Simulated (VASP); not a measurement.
# Al2O3 (Corundum) under changes of volume

One of the cells (8.335 Å³/atom); the others are scaled copies at fixed shape and fractional positions:

```
Al O
1.0
     2.36607    1.36605    4.29792
    -2.36607    1.36605    4.29792
     0.00000   -2.73210    4.29792
Al O
4 6
Cartesian
  0.0000 0.0000 10.9848
  0.0000 0.0000 8.3558
  0.0000 0.0000 1.9089
  0.0000 0.0000 4.5379
  -1.6427 -0.1132 5.3724
  0.7233 1.4792 5.3724
  0.9194 -1.3660 5.3724
  1.6427 0.1132 7.5214
  -0.7233 -1.4792 7.5214
  -0.9194 1.3660 7.5214
```

```yaml
Program: VASP 6.6.1
Functional: LDA
Potentials_or_basis: VASP PAW LDA potentials, release 64 (Al, O)
Cutoff: 520 eV
k_mesh: 6 × 6 × 6
Occupations: gaussian, width 0.02 eV
Spin: no spin polarisation
```

```csv
volume (Å³/atom),energy over the lowest point (meV/atom),pressure (GPa),gap on the mesh (eV),largest force (eV/Å)
8.002,13.31,12.1,6.95,0.063
8.168,?,?,?,?
8.335,0.00,0.5,6.42,0.013
8.502,1.85,-4.5,6.17,0.019
8.668,8.64,-9.0,5.93,0.041
```

Question: What does the run at 8.168 Å³/atom give?

Answer: Energy over the lowest point 3.63 meV/atom; pressure 6.0 GPa; gap on the mesh 6.68 eV; largest force 0.035 eV/Å.

Worked out: A Birch-Murnaghan fit of order 2 (a polynomial in V^(-2/3)) to the other rows has its minimum at 8.36 Å³/atom with B0 = V·E''(V) = 260 GPa at fixed shape and positions, which overstates the stiffness. It gives 3.65 meV/atom at 8.168 Å³/atom, against the run's 3.63, and -dE/dV = 6.3 GPa, against 6.0. A straight line through the other rows of the gap, of slope -12.8 eV per unit of ln V (its deformation potential), gives 6.68 eV, against the run's 6.68.

Energies are extrapolated to zero smearing.

A mesh can miss the band edges.
